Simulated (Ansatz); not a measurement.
Ni₃Ge: zone-centre modes under pressure

Ni₃Ge, Pm-3m, a = 3.527 Å. The structure is a Materials Project entry; whether it is the stable form wasn't checked. Ansatz: PBEsol, PAW, 420 eV, Γ-centred 12×12×12 mesh on 4 atoms, Fermi-Dirac smearing 0.15 eV; no spin polarisation. Cell and atoms are relaxed at each pressure with the symmetry kept; optical modes at Γ by linear response, in cm⁻¹, matched by rank (the highest 3 distinct ones).

| P (GPa) | V (Å³/atom) | ω1 | ω2 | ω3 |
| --- | --- | --- | --- | --- |
| 0 | 10.969 | 172.9 | 194.8 | 296.9 |
| 2 | 10.869 | 176.7 | 199.1 | 302.9 |
| 6 | 10.687 | ? | ? | ? |

Q: Get each mode's Grüneisen parameter γ = −d ln ω/d ln V from the other rows and predict the missing frequencies.

A: ln(V/V0) = 0.0000, -0.0092, -0.0260; a line through ln(ω/ω0) of the 2 known rows gives ω1: γ = 2.363, predicted 183.9, computed 183.6; ω2: γ = 2.373, predicted 207.2, computed 207.0; ω3: γ = 2.175, predicted 314.2, computed 314.2. The worst miss is 0.1 %, or 2 % of the shift under pressure, so a constant γ serves at that level. In a metal these frequencies hang on the mesh and smearing.

Spin polarisation was left out, and a magnetic state may lie lower.